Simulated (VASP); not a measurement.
Here is a VASP 6.6.1 calculation.

Contents of INCAR:

```
ALGO = Fast
EDIFF = 1E-6
ENCUT = 520
GGA = CA
ISIF = 2
ISMEAR = 0
LASPH = T
LCHARG = F
LREAL = F
LWAVE = F
NBANDS = 12
NELM = 100
PREC = Accurate
SIGMA = 0.15
```

KPOINTS

```
k-points
0
Gamma
  18 18 18
```

Contents of POSCAR:

```
Sc
1.0
    0.0000000000      2.6110750000      2.2705000000
    2.6110750000      0.0000000000      2.2705000000
    2.6110750000      2.6110750000      0.0000000000
Sc
1
Direct
    0.0000000000      0.0000000000      0.0000000000
```

Potentials or basis: VASP PAW LDA potentials, release 64 (Sc_sv).

Run with:

```sh
$ cat potpaw_LDA.64/Sc_sv/POTCAR > POTCAR
$ mpirun -np 1 vasp_std > vasp.out
```

Task: What does it give for the band gap on the k mesh?

Result: None (metal or under the smearing width).

Task: Predict the pressure.

Result: -11.0 GPa.

Stress tensor (GPa, compression positive):
```
-11.68   0.00   0.00
  0.00 -11.68   0.00
  0.00   0.00  -9.63
```
